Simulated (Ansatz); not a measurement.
Suppose SiC takes space group Aea2 (No. 41), with Si on 8b; C on 8b. A trial structure of SiC was built thus: 4-connected net, two elements alternating.

The calculation used DFT PBE, scalar-relativistic, plane waves, PAW in Ansatz. Cutoff 420 eV, Γ-centred mesh, Gaussian smearing, no spin polarisation.

Formation energies are uncorrected and refer to the elements' standard structures at the same level.

Question: Which cell and coordinates does it relax to?

Answer:

Space group Aea2 (No. 41). a = 6.770 Å, b = 5.038 Å, c = 4.951 Å, α = 90.00°, β = 90.00°, γ = 90.00°
```
atom  site  symmetry       x       y       z
  Si    8b         1  0.3680  0.6821  0.5671
   C    8b         1  0.3710  0.2984  0.4329
```

Si has 3 C at 1.84–1.90 Å and 1 C at 2.04 Å; around C lie 3 Si at 1.84–1.90 Å and 1 Si at 2.04 Å. Another local minimum with the same sites may exist.

Question: Where does its energy lie, and is it a metal?

Answer: The formation energy is +0.40 eV/atom. The gap on the 6×10×10 mesh of the 8-atom cell is 0 eV (a metal). It can't be a ground state, since the elements alone are lower.

The last run used Gaussian smearing of 0.10 eV. The zero gap may come from the functional, which often closes small gaps. The reference form of C is held partly by dispersion forces, which this level lacks. Symmetry constrained the relaxation, so the result can be a saddle point.
